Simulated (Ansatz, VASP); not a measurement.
One calculation of CdSe, two programs

Contents of INCAR:

```
SYSTEM = CdSe
PREC = Accurate ; ENCUT = 600
EDIFF = 1E-6 ; ISMEAR = 0
SIGMA = 0.02 ; LREAL = .False.
LASPH = .True. ; NELM = 100
ALGO = Normal ; ISIF = 3
LWAVE = .False. ; LCHARG = .False.
GGA = PE ; IBRION = 2
NSW = 100 ; EDIFFG = -0.005
```

KPOINTS

```
Automatic mesh
0
Gamma
  10 10 10
  0 0 0
```

The input POSCAR:

```
CdSe
1.0
    0.0000000000      3.0702711986      3.0702711986
    3.0702711986      0.0000000000      3.0702711986
    3.0702711986      3.0702711986      0.0000000000
Cd Se
1 1
Direct
    0.0000000000      0.0000000000      0.0000000000
    0.7500000000      0.7500000000      0.7500000000
```

Input for Ansatz:

```yaml
crystal:
  lattice:
    - [0.0, 3.0702711986, 3.0702711986]
    - [3.0702711986, 0.0, 3.0702711986]
    - [3.0702711986, 3.0702711986, 0.0]
  atoms:
    - { symbol: Cd, position: [0.0, 0.0, 0.0] }
    - { symbol: Se, position: [0.75, 0.75, 0.75] }
basis:
  ecutwfc: 420
kpoints:
  mp_grid: { grid: [10, 10, 10] }
hamiltonian:
  xc: pbe
scf:
  occupations: { method: gaussian, width: 0.02 }
output:
  forces: true
  stress: true
  eigenvalues: true
relax:
  adjacent_minimum: "off"
  f_tol: 0.005
  max_steps: 80
  cell: { stress_tol: 0.05 }
```

Measurements of this composition are mostly on another form, of space group No. 186.

Alike in both runs: task relaxation of cell and atoms; functional PBE; k mesh 10 × 10 × 10; occupations gaussian, width 0.02 eV; no spin polarisation.

|  | VASP | Ansatz |
| --- | --- | --- |
| version | VASP 6.6.1 | Ansatz 0.2.0 |
| potentials or method | VASP PAW PBE potentials, release 64 (Cd, Se) | scalar-relativistic, plane waves, PAW |
| plane-wave cutoff (eV) | 600 | 420 |
| valence electrons in the cell | 18 | 36 |

```csv
,VASP,Ansatz,Ansatz less VASP
"gap on the k mesh at the Fermi level, each at its own relaxed structure (eV)",0.48,0.49,+0.010
relaxed volume (Å³/atom),29.87,29.75,-0.124
relaxed cell length with the largest relative difference (Å),4.388,4.382,-0.0061
energy change over the relaxation (meV/atom),-4,-3,+1.2
```

The two sets of potentials don't hold the same shells in valence.
